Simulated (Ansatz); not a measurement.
Set up this calculation in Ansatz 0.2.0, as the native input.

```yaml
Task: band structure
Functional: LDA
Potentials_or_basis: JTH PAW LDA
Cutoff: 1350 eV
Density_cutoff: 6750 eV
k_mesh: 10 × 10 × 10
Occupations: fermi-dirac, width 0.05 eV
Spin: no spin polarisation
Path: "[[\"G\", \"X\", \"W\", \"K\", \"G\", \"L\", \"U\", \"W\", \"L\", \"K\"], [\"U\", \"X\"]]"
Points_for_each_segment_of_the_path: 14
```

The system is TaN.

```xyz
2
Lattice="0.0000 2.2113 2.2113 2.2113 0.0000 2.2113 2.2113 2.2113 0.0000" Properties=species:S:1:pos:R:3 pbc="T T T"
Ta    2.2113    2.2113    2.2113
N     0.0000    0.0000    0.0000
```

The cell comes from a database or a generator and needn't be the stable form of this composition.

One way to write it, as run:

input.yaml

```yaml
crystal:
  lattice:
    - [0.0, 2.211323, 2.211323]
    - [2.211323, 0.0, 2.211323]
    - [2.211323, 2.211323, 0.0]
  atoms:
    - { symbol: Ta, position: [0.5, 0.5, 0.5] }
    - { symbol: "N", position: [0.0, 0.0, 0.0] }
hamiltonian:
  xc: lda
  pseudopotentials: { kind: paw, xc_functional: lda, accuracy: standard }
kpoints:
  mp_grid: { grid: [10, 10, 10] }
  band_path:
    path:
      - [[0.0, 0.0, 0.0], [0.5, 0.0, 0.5], [0.5, 0.25, 0.75], [0.375, 0.375, 0.75], [0.0, 0.0, 0.0], [0.5, 0.5, 0.5], [0.625, 0.25, 0.625], [0.5, 0.25, 0.75], [0.5, 0.5, 0.5], [0.375, 0.375, 0.75]]
      - [[0.625, 0.25, 0.625], [0.5, 0.0, 0.5]]
    npoints: 14
scf:
  occupations: { method: fermi_dirac, width: 0.05 }
  n_extra_bands: 6
output:
  forces: true
  stress: true
  eigenvalues: true
  fatbands: false
```

Potentials or basis: JTH PAW LDA.

Launch:

```bash
$ ansatz run input.yaml --threads 2 --pin off --max-ram 5120MiB --backend cpu --events-out ev --progress --plain --runs-dir out
```

Results of the run:

The pressure is -17.8 GPa and the band gap on the k mesh is none (metal or under the smearing width).

Caveat: so large a pressure means that the cell lies far from this level's equilibrium, or that cutoff or potentials fall short; spin-orbit coupling is left out, which moves the levels of the heavy elements.

Run time: 3 s on 2 threads of Arm Neoverse V2 (shared host), peak memory 0.38 GiB.
